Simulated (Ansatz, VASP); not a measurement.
# CdSe in VASP and in Ansatz

File POSCAR:

```
CdSe
1.0
    0.0000000000      3.0702711986      3.0702711986
    3.0702711986      0.0000000000      3.0702711986
    3.0702711986      3.0702711986      0.0000000000
Cd Se
1 1
Direct
    0.0000000000      0.0000000000      0.0000000000
    0.7500000000      0.7500000000      0.7500000000
```

File INCAR.step1:

```
SYSTEM = CdSe
PREC     = Accurate       ! precision mode
ENCUT    = 600            ! plane-wave cutoff, eV
ISMEAR   = 0              ! smearing method
SIGMA    = 0.02           ! smearing width, eV
LREAL    = .FALSE.        ! projectors in reciprocal space
LASPH    = .TRUE.         ! aspherical terms in the spheres
NELM     = 100            ! most SCF steps
GGA      = PE             ! functional
ALGO     = Normal         ! electronic algorithm
EDIFF    = 1E-4           ! SCF threshold, eV
LWAVE    = .TRUE.         ! write WAVECAR
LCHARG   = .FALSE.        ! write CHGCAR
```

The input INCAR.step2:

```
SYSTEM = CdSe
PREC     = Accurate       ! precision mode
ENCUT    = 600            ! plane-wave cutoff, eV
EDIFF    = 1E-6           ! SCF threshold, eV
ISMEAR   = 0              ! smearing method
SIGMA    = 0.02           ! smearing width, eV
LREAL    = .FALSE.        ! projectors in reciprocal space
LASPH    = .TRUE.         ! aspherical terms in the spheres
NELM     = 100            ! most SCF steps
ALGO     = Normal         ! electronic algorithm
ISIF     = 3              ! what is computed and relaxed
LWAVE    = .FALSE.        ! write WAVECAR
LCHARG   = .FALSE.        ! write CHGCAR
METAGGA  = R2SCAN         ! meta-GGA
LMIXTAU  = .TRUE.       
IBRION   = 2              ! ionic algorithm
NSW      = 100            ! ionic steps
EDIFFG   = -0.005         ! ionic threshold
ISTART   = 1
```

Contents of KPOINTS:

```
Automatic mesh
0
G
  8 8 8
  0 0 0
```

Input for Ansatz:

```yaml
crystal:
  lattice:
    - [0.0, 3.0702711986, 3.0702711986]
    - [3.0702711986, 0.0, 3.0702711986]
    - [3.0702711986, 3.0702711986, 0.0]
  atoms:
    - { symbol: Cd, position: [0.0, 0.0, 0.0] }
    - { symbol: Se, position: [0.75, 0.75, 0.75] }
basis:
  ecutwfc: 500
kpoints:
  mp_grid: { grid: [8, 8, 8] }
hamiltonian:
  xc: r2scan
scf:
  occupations: { method: gaussian, width: 0.02 }
output:
  forces: true
  stress: true
  eigenvalues: true
  write_density: true
  write_potential: true
  elf: true
  volumetric_format: npy
relax:
  adjacent_minimum: "off"
  f_tol: 0.005
  max_steps: 80
  cell: { stress_tol: 0.05 }
```

Measurements of this composition are mostly on another form, of space group No. 186.

Alike in both runs: task relaxation of cell and atoms; functional r2SCAN; k mesh 8 × 8 × 8; occupations gaussian, width 0.02 eV; no spin polarisation.

|  | VASP | Ansatz |
| --- | --- | --- |
| version | VASP 6.6.1 | Ansatz 0.2.0 |
| potentials or method | VASP PAW PBE potentials, release 64 (Cd, Se) | scalar-relativistic, plane waves, PAW |
| plane-wave cutoff (eV) | 600 | 500 |
| valence electrons in the cell | 18 | 36 |

Ansatz gave:

- gap on the k mesh at the Fermi level, each at its own relaxed structure (eV): 1.04
- relaxed volume (Å³/atom): 28.84
- relaxed cell length with the largest relative difference (Å): 4.337

**Question.** Which values does VASP return?

**Answer.** gap on the k mesh at the Fermi level, each at its own relaxed structure (eV): 1.02; relaxed volume (Å³/atom): 28.94; relaxed cell length with the largest relative difference (Å): 4.342.

The two sets of potentials don't hold the same shells in valence.

Caveats: the relaxation stopped at its first step, so nothing moved; the PAW data sets were made with another functional, which shifts forces and pressure a little (VASP). r2SCAN opens gaps a little over a GGA but as a rule still falls short of measured ones.
